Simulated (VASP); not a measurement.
# PbSe (Clausthalite) (Fm-3m) in VASP: a series of runs

Aim: see how the results for PbSe (Clausthalite) move with the level of theory and the settings. Levels: RPBE, PBE. Tasks: relaxation of cell and atoms.

All numbers are computed with VASP 6.6.1; they aren't measurements. Logs are shortened: lines on timing, memory, paths and dates and some standing lists are left out, and cuts for length are marked.

## Step 1: The crystal as given

It takes space group Fm-3m (No. 225, cubic). The conventional cell has a = 6.121 Å, b = 6.121 Å, c = 6.121 Å, α = 90.00°, β = 90.00°, γ = 90.00°. Pb (site symmetry m-3m) has 6 Se at 3.06 Å as nearest neighbours. Se (site symmetry m-3m) has 6 Pb at 3.06 Å as nearest neighbours.

## Step 2: Relaxation of cell and atoms, RPBE

INCAR

```
PREC     = Accurate       # precision mode
ENCUT    = 600            # plane-wave cutoff, eV
EDIFF    = 1E-6           # SCF threshold, eV
ISMEAR   = 0              # smearing method
SIGMA    = 0.03           # smearing width, eV
LREAL    = False          # projectors in reciprocal space
LASPH    = True           # aspherical terms in the spheres
NELM     = 80             # most SCF steps
ALGO     = Normal         # electronic algorithm
ISIF     = 3              # what is computed and relaxed
LWAVE    = False          # write WAVECAR
LCHARG   = False          # write CHGCAR
GGA      = RP             # functional
IBRION   = 2              # ionic algorithm
NSW      = 90             # ionic steps
EDIFFG   = -0.01          # ionic threshold
```

KPOINTS

```
regular mesh
0
Gamma
  8 8 8
```

POSCAR

```
PbSe
1.0
    0.0000000000      3.0606500000      3.0606500000
    3.0606500000      0.0000000000      3.0606500000
    3.0606500000      3.0606500000      0.0000000000
Pb Se
1 1
Direct
    0.0000000000      0.0000000000      0.0000000000
    0.5000000000      0.5000000000      0.5000000000
```

Potentials or basis: VASP PAW PBE potentials, release 64 (Pb_d, Se).

The run is started by

```bash
cat potpaw_PBE.64/Pb_d/POTCAR potpaw_PBE.64/Se/POTCAR > POTCAR
mpirun -np 1 vasp_std > vasp.out
```

OUTCAR:

```text
PREC = Accurate
   ENCUT = 600
   EDIFF = 1E-6
   ISMEAR = 0
   LREAL = False
   LASPH = True
   NELM = 80
   ISIF = 3
   GGA = RP
   IBRION = 2
   NSW = 90
   EDIFFG = -0.01

 ion  position               nearest neighbor table
   1  0.000  0.000  0.000-   2 3.06   2 3.06   2 3.06   2 3.06   2 3.06   2 3.06
   2  0.500  0.500  0.500-   1 3.06   1 3.06   1 3.06   1 3.06   1 3.06   1 3.06

  LATTYP: Found a face centered cubic cell.
 ALAT       =     6.1213000000

  Lattice vectors:

 A1 = (   0.0000000000,   3.0606500000,   3.0606500000)
 A2 = (   3.0606500000,   0.0000000000,   3.0606500000)
 A3 = (   3.0606500000,   3.0606500000,   0.0000000000)

Analysis of symmetry for initial positions (statically):
=====================================================================
 Subroutine PRICEL returns:
 Original cell was already a primitive cell.

 Routine SETGRP: Setting up the symmetry group for a
 face centered cubic supercell.

 Subroutine GETGRP returns: Found 48 space group operations
 (whereof 48 operations were pure point group operations)
 out of a pool of 48 trial point group operations.

The static configuration has the point symmetry O_h .

Analysis of symmetry for dynamics (positions and initial velocities):
=====================================================================
 Subroutine PRICEL returns:
 Original cell was already a primitive cell.

 Routine SETGRP: Setting up the symmetry group for a
 face centered cubic supercell.

 Subroutine GETGRP returns: Found 48 space group operations
 (whereof 48 operations were pure point group operations)
 out of a pool of 48 trial point group operations.

The dynamic configuration has the point symmetry O_h .

 Subroutine INISYM returns: Found 48 space group operations
 (whereof 48 operations are pure point group operations),
 and found     1 'primitive' translations

----------------------------------------------------------------------------------------

                                     Primitive cell

  volume of cell :      57.3418

  direct lattice vectors                    reciprocal lattice vectors
     0.000000000  3.060650000  3.060650000    -0.163363991  0.163363991  0.163363991
     3.060650000  0.000000000  3.060650000     0.163363991 -0.163363991  0.163363991
     3.060650000  3.060650000  0.000000000     0.163363991  0.163363991 -0.163363991

  length of vectors
     4.328412740  4.328412740  4.328412740     0.282954733  0.282954733  0.282954733

  position of ions in fractional coordinates (direct lattice)
     0.000000000  0.000000000  0.000000000
     0.500000000  0.500000000  0.500000000

  ion indices of the primitive-cell ions
   primitive index   ion index
                 1           1
                 2           2

----------------------------------------------------------------------------------------

 KPOINTS: regular mesh

Automatic generation of k-mesh.
 Grid dimensions read from file:
 generate k-points for:    8    8    8

 Generating k-lattice:

  Cartesian coordinates                     Fractional coordinates (reciprocal lattice)
    -0.020420499  0.020420499  0.020420499     0.125000000  0.000000000  0.000000000
     0.020420499 -0.020420499  0.020420499     0.000000000  0.125000000  0.000000000
     0.020420499  0.020420499 -0.020420499     0.000000000  0.000000000  0.125000000

  Length of vectors
     0.035369342  0.035369342  0.035369342

  Shift w.r.t. Gamma in fractional coordinates (k-lattice)
     0.000000000  0.000000000  0.000000000

 Subroutine IBZKPT returns following result:
 ===========================================

 Found     29 irreducible k-points:

 Following reciprocal coordinates:
            Coordinates               Weight
  0.000000  0.000000  0.000000      1.000000
  0.125000  0.000000  0.000000      8.000000
  0.250000  0.000000  0.000000      8.000000
  0.375000  0.000000  0.000000      8.000000
  0.500000  0.000000  0.000000      4.000000
  0.125000  0.125000  0.000000      6.000000
[... 16 lines left out ...]
  0.500000  0.250000  0.125000     48.000000
 -0.375000  0.250000  0.125000     24.000000
 [... further k-points ...]
   k-points           NKPTS =     29   k-points in BZ     NKDIM =     29   number of bands    NBANDS=     14
   number of dos      NEDOS =    301   number of ions     NIONS =      2
   total plane-waves  NPLWV =  46656
   dimension x,y,z NGX =    36 NGY =   36 NGZ =   36
   dimension x,y,z NGXF=    72 NGYF=   72 NGZF=   72
   ions per type =               1   1
   NGX,Y,Z   is equivalent  to a cutoff of  13.83, 13.83, 13.83 a.u.
   NGXF,Y,Z  is equivalent  to a cutoff of  27.65, 27.65, 27.65 a.u.
 SYSTEM =  unknown system
   PREC   = accura    normal or accurate (medium, high low for compatibility)
   ISTART =      0    job   : 0-new  1-cont  2-samecut
   ICHARG =      2    charge: 1-file 2-atom 10-const
   ISPIN  =      1    spin polarized calculation?
   LNONCOLLINEAR =      F non collinear calculations
   LSORBIT =      F    spin-orbit coupling
   LASPH  =      T    aspherical Exc in radial PAW
   ENCUT  =  600.0 eV  44.10 Ry    6.64 a.u.   8.64  8.64  8.64*2*pi/ulx,y,z
   NELM   =     80;   NELMIN=  2; NELMDL= -5     # of ELM steps
   EDIFF  = 0.1E-05   stopping-criterion for ELM
   LREAL  =      F    real-space projection
   EDIFFG = -.1E-01   stopping-criterion for IOM
   NSW    =     90    number of steps for IOM
   IBRION =      2    ionic relax: 0-MD 1-quasi-New 2-CG
   NFREE  =      1    steps in history (QN), initial steepest desc. (CG)
   ISIF   =      3    stress and relaxation
   ISYM   =      2    0-nonsym 1-usesym 2-fastsym
   POTIM  = 0.5000    time-step for ionic-motion
   TEBEG  =    0.0;   TEEND  =   0.0 temperature during run
   PSTRESS=    0.0 pullay stress
   NELECT =      20.0000    total number of electrons
   NUPDOWN=      -1.0000    fix difference up-down
   EMIN   =  10.00;   EMAX   =-10.00  energy-range for DOS
   EFERMI =   0.00;   METHOD = LEGACY
   ISMEAR =     0;   SIGMA  =   0.03  broadening in eV -4-tet -1-fermi 0-gaus
   EFERMI_NEDOS =   21; number of points for ismear=-14 and -15
   IALGO  =     38    algorithm
   IMIX   =      4    mixing-type and parameters
     AMIX     =   0.40;   BMIX     =  1.00
     AMIX_MAG =   1.60;   BMIX_MAG =  1.00
  volume/ion in A,a.u.               =      28.67       193.48
  Fermi-wavevector in a.u.,A,eV,Ry     =   1.152377  2.177676 18.068159  1.327972
  Thomas-Fermi vector in A             =   2.289028
   LORBIT       =      0    0 simple, 1 ext, 2 COOP (PROOUT), +10 PAW based schemes
   GGA     = RP    functional components
   LHFCALC =     F    Hartree Fock is set to
   AEXX    =    0.0000 exact exchange contribution
   IVDW    =     0    specifies the selected vdW correction
   LEPSILON=     F    determine dielectric tensor
   LRPA    =     F    only Hartree local field effects (RPA)
 conjugate gradient relaxation of ions
 non-spin polarized calculation
 Gauss-broadening in eV      SIGMA  =   0.03
  energy-cutoff  :      600.00
  volume of cell :       57.34
 maximum number of plane-waves:      1930
   NGX = 17   NGY = 17   NGZ = 17

--------------------------------------- Ionic step        1  -------------------------------------------

 number of electron      20.0000001 magnetization

 Free energy of the ion-electron system (eV)
  ---------------------------------------------------
  ext. energy  EPLUGINS =         0.00000000
  ---------------------------------------------------
  free energy    TOTEN  =        -7.46369882 eV

  energy without entropy =       -7.46369882  energy(sigma->0) =       -7.46369882

 E-fermi :   5.3637     XC(G=0):  -9.3808

 val. band max:        5.1967678933   @ k =   0.5000   0.0000   0.0000
 cond. band min:       5.5729960887   @ k =   0.5000   0.0000   0.0000
 fundamental gap:      0.3762281954
 Fermi energy:         5.3637188576

 k-point     1 :       0.0000    0.0000    0.0000
  band No.  band energies     occupation
      1     -11.7175      2.00000
      2     -11.7175      2.00000
      3     -11.7175      2.00000
      4     -11.7093      2.00000
      5     -11.7093      2.00000
      6      -8.3773      2.00000
      7      -1.0648      2.00000
      8       3.3043      2.00000
      9       3.3043      2.00000
     10       3.3043      2.00000
     11       9.9545      0.00000
     12       9.9545      0.00000
     13       9.9545      0.00000
     14      11.7456      0.00000

 k-point     2 :       0.1250    0.0000    0.0000
  band No.  band energies     occupation
      1     -11.7169      2.00000
      2     -11.7163      2.00000
      3     -11.7163      2.00000
      4     -11.7094      2.00000
      5     -11.7094      2.00000
      6      -8.2590      2.00000
      7      -1.4649      2.00000
      8       3.3452      2.00000
      9       3.3452      2.00000
     10       3.5879      2.00000
     11       8.9012      0.00000
     12       9.2729      0.00000
     13       9.2729      0.00000
     14      11.6048      0.00000
[... 423 lines left out ...]
 VOLUME and BASIS-vectors are now :
 -----------------------------------------------------------------------------
  energy-cutoff  :      600.00
  volume of cell :       63.86
      direct lattice vectors                 reciprocal lattice vectors
     0.000000000  3.172489484  3.172489484    -0.157604935  0.157604935  0.157604935
     3.172489484  0.000000000  3.172489484     0.157604935 -0.157604935  0.157604935
     3.172489484  3.172489484  0.000000000     0.157604935  0.157604935 -0.157604935

 POSITION                                       TOTAL-FORCE (eV/Angst)
 -----------------------------------------------------------------------------------
      6.34498      3.17249      3.17249         0.000000     -0.000000     -0.000000
      3.17249      3.17249      3.17249        -0.000000      0.000000      0.000000
 -----------------------------------------------------------------------------------
    total drift:                                0.000000      0.000000      0.000000

  FREE ENERGIE OF THE ION-ELECTRON SYSTEM (eV)
  ---------------------------------------------------
  free  energy   TOTEN  =        -7.5211045781 eV

  energy  without entropy=       -7.5211045781  energy(sigma->0) =       -7.52110458

--------------------------------------- Ionic step        3  -------------------------------------------

 number of electron      19.9999998 magnetization

 Free energy of the ion-electron system (eV)
  ---------------------------------------------------
  ext. energy  EPLUGINS =         0.00000000
  ---------------------------------------------------
  free energy    TOTEN  =        -7.52545534 eV

  energy without entropy =       -7.52545534  energy(sigma->0) =       -7.52545534

 E-fermi :   4.2711     XC(G=0):  -8.9832

 val. band max:        4.1492418370   @ k =   0.5000   0.0000   0.0000
 cond. band min:       4.7802201197   @ k =   0.5000   0.0000   0.0000
 fundamental gap:      0.6309782827
 Fermi energy:         4.2711065911

 k-point     1 :       0.0000    0.0000    0.0000
  band No.  band energies     occupation
      1     -12.6036      2.00000
      2     -12.6036      2.00000
      3     -12.6036      2.00000
      4     -12.5919      2.00000
      5     -12.5919      2.00000
      6      -8.6935      2.00000
      7      -2.1893      2.00000
      8       2.6806      2.00000
      9       2.6806      2.00000
     10       2.6806      2.00000
     11       8.7703      0.00000
     12       8.7703      0.00000
     13       8.7703      0.00000
     14      10.9378      0.00000

 k-point     2 :       0.1250    0.0000    0.0000
  band No.  band energies     occupation
      1     -12.6031      2.00000
      2     -12.6019      2.00000
      3     -12.6019      2.00000
      4     -12.5927      2.00000
      5     -12.5927      2.00000
      6      -8.5926      2.00000
      7      -2.4830      2.00000
      8       2.7162      2.00000
      9       2.7162      2.00000
     10       2.8779      2.00000
     11       7.8310      0.00000
     12       8.1949      0.00000
     13       8.1949      0.00000
     14      10.7841      0.00000
[... 387 lines left out ...]
 VOLUME and BASIS-vectors are now :
 -----------------------------------------------------------------------------
  energy-cutoff  :      600.00
  volume of cell :       62.37
      direct lattice vectors                 reciprocal lattice vectors
     0.000000000  3.147610806  3.147610806    -0.158850643  0.158850643  0.158850643
     3.147610806  0.000000000  3.147610806     0.158850643 -0.158850643  0.158850643
     3.147610806  3.147610806  0.000000000     0.158850643  0.158850643 -0.158850643

 POSITION                                       TOTAL-FORCE (eV/Angst)
 -----------------------------------------------------------------------------------
      0.00000      0.00000      0.00000        -0.000000      0.000000     -0.000000
      3.14761      3.14761      3.14761         0.000000     -0.000000      0.000000
 -----------------------------------------------------------------------------------
    total drift:                                0.000000      0.000000      0.000000

  FREE ENERGIE OF THE ION-ELECTRON SYSTEM (eV)
  ---------------------------------------------------
  free  energy   TOTEN  =        -7.5254553405 eV

  energy  without entropy=       -7.5254553405  energy(sigma->0) =       -7.52545534

 reached required accuracy - stopping structural energy minimisation
```

It took 27 s on 1 thread of Intel Xeon 6975P-C (Granite Rapids), shared host; peak memory 0.22 GiB.

What came out:

```
Free energy                            : -7.5255 eV
Relaxed volume                         : 31.18 Å³/atom
Relaxed cell                           : a = 4.451 Å, b = 4.451 Å, c = 4.451 Å, α = 60.00°, β = 60.00°, γ = 60.00°
Space group after relaxing (to 0.05 Å) : Fm-3m (No. 225)
Energy gained by relaxing              : 30.9 meV/atom
Ionic steps                            : 3
Pressure after relaxing                : 0.0 GPa
Band gap on the k mesh                 : 0.63 eV, direct
```

Step by step:
```
step  energy change (eV)  largest force (eV/Å)  pressure (GPa)  volume (Å³)
   1              0.0000                0.0000            4.23        57.34
   2             -0.0574                0.0000           -0.92        63.86
   3             -0.0618                0.0000            0.01        62.37
```

Final structure:
```yaml
crystal:
  lattice:
    - [0.00000, 3.14761, 3.14761]
    - [3.14761, 0.00000, 3.14761]
    - [3.14761, 3.14761, 0.00000]
  atoms:
    - { symbol: Pb, position: [0.00000, 0.00000, 0.00000] }
    - { symbol: Se, position: [0.50000, 0.50000, 0.50000] }
```

Caveat: the PAW data sets were made with another functional, which shifts forces and pressure a little; spin-orbit coupling is left out, which as a rule narrows the gap of such compounds by several tenths of an eV. Zero-point motion and thermal expansion aren't in these numbers.

[end of part 1 of 2]
